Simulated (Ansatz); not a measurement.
## What strain does to KI (rocksalt)

Rocksalt KI, relaxed with r2SCAN in the plane-wave code Ansatz. Space group Fm-3m (No. 225), cubic; conventional cell a = 7.089 Å, 44.52 Å³ an atom. K is surrounded by 6 I at 3.54 Å; I is surrounded by 6 K at 3.54 Å.

The axes x, y and z are those of this cell:
```
K I
1.0
     0.00000    3.54428    3.54428
     3.54428    0.00000    3.54428
     3.54428    3.54428    0.00000
K I
1 1
Direct
  0.00000 0.00000 0.00000
  0.50000 0.50000 0.50000
```

Unstrained: PBE gives a direct gap of 3.944 eV at Γ. r2SCAN gives a direct gap of 4.586 eV at Γ. With HSE06 the gap is 4.941 eV and direct, at Γ. Meshes: PBE 6×6×6, r2SCAN 6×6×6, HSE06 4×4×4. Strains are changes of length per length. After each strain the atoms were relaxed again with r2SCAN within the symmetry that the strain leaves, so tilts or polar shifts that break it weren't tested; points keep the names that they have in the unstrained zone. Calculated for a static, non-magnetic cell.

Changes of the least gap in eV (an overlap counts as a negative gap):
```tsv
strain	volume change (%)	space group	PBE	r2SCAN	HSE06	G0W0@PBE (mesh)	energy rise, r2SCAN (meV/atom)
epitaxial -3.0 % in the plane normal to [111], free normal strain +3.33 %	-2.8	R-3m	-0.017	-0.017	-0.016	-0.04	4.6
isotropic -0.5 % on every length	-1.5	Fm-3m	+0.035	+0.039	+0.038	+0.03	0.5
uniaxial -5.0 % along [111]	-5.0	R-3m	+0.024	+0.032	+0.029	-0.01	6.7
uniaxial +1.5 % along x	+1.5	I4/mmm	-0.035	-0.039	-0.038	-0.03	0.8
```
Unstrained, G0W0@PBE with 371 empty bands, a screening cutoff of 150 eV and a 4×4×4 mesh gives 6.10 eV on its mesh; the band count follows the volume. G0W0 here is at a finite number of bands, screening cutoff and k mesh, not at the basis limit.

Epitaxial -3.0 % in the plane normal to [111], free normal strain +3.33 %. HSE06: the gap goes from 4.941 to 4.925 eV (-0.016 eV); with r2SCAN the top three valence levels at Γ, degenerate before, become 2+1 from the top over 184 meV. Stress change with r2SCAN, compression positive: xx +0.36, yy +0.36, zz +0.36, xy -0.18, xz -0.18, yz -0.18 GPa.

Isotropic -0.5 % on every length. HSE06: the gap goes from 4.941 to 4.979 eV (+0.038 eV). Stress change with r2SCAN, compression positive: xx +0.19, yy +0.19, zz +0.19 GPa. For HSE06, dE_g/d ln V = -2.5 eV over this step.

Uniaxial -5.0 % along [111], other directions held. HSE06: the gap goes from 4.941 to 4.970 eV (+0.029 eV); with r2SCAN the top three valence levels at Γ, degenerate before, become 1+2 from the top over 133 meV. Stress change with r2SCAN, compression positive: xx +0.71, yy +0.71, zz +0.71, xy +0.11, xz +0.11, yz +0.11 GPa.

Uniaxial +1.5 % along x, other directions held. HSE06: the gap goes from 4.941 to 4.903 eV (-0.038 eV). Stress change with r2SCAN, compression positive: xx -0.41, yy -0.05, zz -0.05 GPa.

No spin-orbit coupling is included; it can move band edges with weight on the heavy atoms by tenths of an eV.

The meshes of the hybrids are coarse, so their gaps aren't converged to the digits shown.

The splittings at Γ are without spin-orbit coupling, which regroups them where it is of like size or larger.
